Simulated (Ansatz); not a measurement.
Level of theory: DFT PBE, scalar-relativistic, plane waves, PAW in Ansatz. All cells share a 420 eV cutoff and Γ-centred k meshes spaced at most about 0.3 Å⁻¹ (about 0.25 or finer for metals, 2π included). No spin polarisation in the final relaxations.

Temperature and zero-point effects are left out. All come from trial cells, and lower structures may exist.

Task: These unrelaxed guesses for Cd are each relaxed within their symmetry. Order them by the energy at which they end, lowest first.
A.

```xyz
2
Lattice="1.5518 -2.5053 0.0000 1.5518 2.5053 0.0000 0.0000 0.0000 5.5445" Properties=species:S:1:pos:R:3 pbc="T T T"
Cd    1.5518    1.0002    1.3861
Cd    1.5518   -1.0002    4.1584
```

B.

```xyz
2
Lattice="0.0000 2.5475 3.4807 2.4772 0.0000 3.4807 2.4772 2.5475 0.0000" Properties=species:S:1:pos:R:3 pbc="T T T"
Cd    1.2386    1.2737    1.7404
Cd    0.0000    0.0000    0.0000
```

Result: A (ends in P6_3/mmc, hcp type, 0 meV/atom), B (ends in Fddd, 14 meV/atom).

The k mesh leaves some 4 meV/atom of noise in the energy of each metallic cell. Cells relaxed within their symmetry can be saddle points; a later kick test found a lower structure for Cd Fddd. The part of the Crystallography Open Database at hand lists Cd in space group No. 194; sharing a group (P6_3/mmc) doesn't make a cell the listed structure. Some types were kept out of the candidates beforehand, so the set may lack a known form.
